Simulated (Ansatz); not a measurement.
# Germanium (beta-Sn type) across density functionals

All rows: Ansatz, plane waves with scalar-relativistic PAW, 420 eV (500 eV for the SCAN forms), relaxed under each functional, no dispersion correction, no zero-point motion. B₀ comes from uniform scaling at fixed shape; a dash is a value not given.

```json
{"functional": "PBE", "V (Å³/atom)": "19.31", "cell": "a = 5.197 Å, c = 2.860 Å (c/a = 0.550)", "magnetic state": "spin not included", "ΔE to diamond (meV/atom)": "227"}
{"functional": "r²SCAN", "V (Å³/atom)": "18.68", "cell": "a = 5.138 Å, c = 2.831 Å (c/a = 0.551)", "magnetic state": "spin not included", "ΔE to diamond (meV/atom)": "363"}
{"functional": "PBEsol", "V (Å³/atom)": "18.35", "cell": "a = 5.117 Å, c = 2.804 Å (c/a = 0.548)", "magnetic state": "spin not included", "ΔE to diamond (meV/atom)": "163"}
{"functional": "LDA", "V (Å³/atom)": "17.91", "cell": "a = 5.076 Å, c = 2.781 Å (c/a = 0.548)", "magnetic state": "spin not included", "ΔE to diamond (meV/atom)": "179"}
{"functional": "revPBE", "V (Å³/atom)": "19.66", "cell": "a = 5.226 Å, c = 2.880 Å (c/a = 0.551)", "magnetic state": "spin not included", "ΔE to diamond (meV/atom)": "250"}
{"functional": "RPBE", "V (Å³/atom)": "19.80", "cell": "a = 5.238 Å, c = 2.888 Å (c/a = 0.551)", "magnetic state": "spin not included", "ΔE to diamond (meV/atom)": "259"}
```

Problem. What does BLYP give?

Solution. V (Å³/atom): 21.30; cell: a = 5.344 Å, c = 2.984 Å (c/a = 0.558); magnetic state: spin not included; ΔE to diamond (meV/atom): 381.
